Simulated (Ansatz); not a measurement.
## Ta in Ansatz: the effect of target pressure

Crystal: Ta.

```
CELL_PARAMETERS angstrom
-1.65128 1.65128 1.65128
1.65128 -1.65128 1.65128
1.65128 1.65128 -1.65128
ATOMIC_POSITIONS crystal
Ta 0.00000 0.00000 0.00000
```

Alike in all runs:

```yaml
Program: Ansatz 0.2.0
Task: relaxation of cell and atoms
Functional: PBEsol
Potentials_or_basis: Ansatz PAW
Cutoff: "420 eV (not typed: the program's choice for these potentials)"
k_mesh: 11 × 11 × 11
Occupations: fermi-dirac, width 0.05 eV
Spin: no spin polarisation
```

Each run relaxes the cell or the atoms first.

Q: One run gave: relaxed volume 15.77 Å³/atom. Which target pressure did it use?
A. 5 GPa
B. 20 GPa
C. 2 GPa
D. 10 GPa
E. 30 GPa

A: E.

```csv
target pressure,relaxed volume (Å³/atom)
0 GPa,17.63
2 GPa,17.47
5 GPa,17.24
10 GPa,16.89
20 GPa,16.29
30 GPa,15.77
```

Caveats: the plane-wave basis is chosen anew once the cell has moved, so the energies of steps on either side of that aren't comparable; the PAW data sets come from PBE, with cores solved anew for the run's functional, which leaves a small shift of forces and pressure.
